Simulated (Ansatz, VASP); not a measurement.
**Sr in VASP and in Ansatz**

Contents of INCAR:

```
  PREC = Accurate
  ENCUT = 520
  EDIFF = 1E-6
  ISMEAR = 0
  SIGMA = 0.1
  LREAL = False
  LASPH = True
  NELM = 80
  ALGO = Normal
  ISIF = 2
  LWAVE = False
  LCHARG = False
  GGA = PE
  NBANDS = 22
```

Contents of KPOINTS:

```
regular mesh
0
Gamma
  6 6 4
```

File POSCAR:

```
Sr
1.0
    5.6246462753      0.0000000000      0.0000000000
   -2.8123231377      4.8710865618      0.0000000000
    0.0000000000      0.0000000000      6.3813494836
Sr
3
Direct
    0.2254000000      0.0000000000      0.3333333333
    0.0000000000      0.2254000000      0.6666666667
    0.7746000000      0.7746000000      0.0000000000
```

Input for Ansatz:

```yaml
crystal:
  lattice:
    - [5.6246462753, 0.0, 0.0]
    - [-2.8123231377, 4.8710865618, 0.0]
    - [0.0, 0.0, 6.3813494836]
  atoms:
    - { symbol: Sr, position: [0.2254, 0.0, 0.3333333333] }
    - { symbol: Sr, position: [0.0, 0.2254, 0.6666666667] }
    - { symbol: Sr, position: [0.7746, 0.7746, 0.0] }
basis:
  ecutwfc: 420
kpoints:
  mp_grid: { grid: [6, 6, 4] }
hamiltonian:
  xc: pbe
scf:
  occupations: { method: gaussian, width: 0.1 }
  lower_state_search: "off"
output:
  forces: true
  stress: true
  eigenvalues: true
```

Alike in both runs: task single point; functional PBE; k mesh 6 × 6 × 4; occupations gaussian, width 0.1 eV; no spin polarisation.

```csv
,VASP,Ansatz
version,VASP 6.6.1,Ansatz 0.2.0
potentials or method,"VASP PAW PBE potentials, release 64 (Sr_sv)","scalar-relativistic, plane waves, PAW"
plane-wave cutoff (eV),520,420
valence electrons in the cell,30,30
```

```csv
,VASP,Ansatz,Ansatz less VASP
gap on the k mesh at the Fermi level (eV),none,none,-
pressure (GPa),1.1,1.1,-0.02
largest component of the traceless stress (GPa),2.21,2.19,-0.016
rms of the force components (eV/Å),1.407,1.401,-0.0057
```

Atom by atom the forces differ by 0.006 eV/Å (rms over components). A gap of «none» marks a metal or a gap that the smearing closes. With one functional, cell and mesh, what is left measures potentials, basis and numerics.

Caveats: forces of over 1 eV/Å show positions far from the minimum, so gaps and moduli don't describe the material at rest.
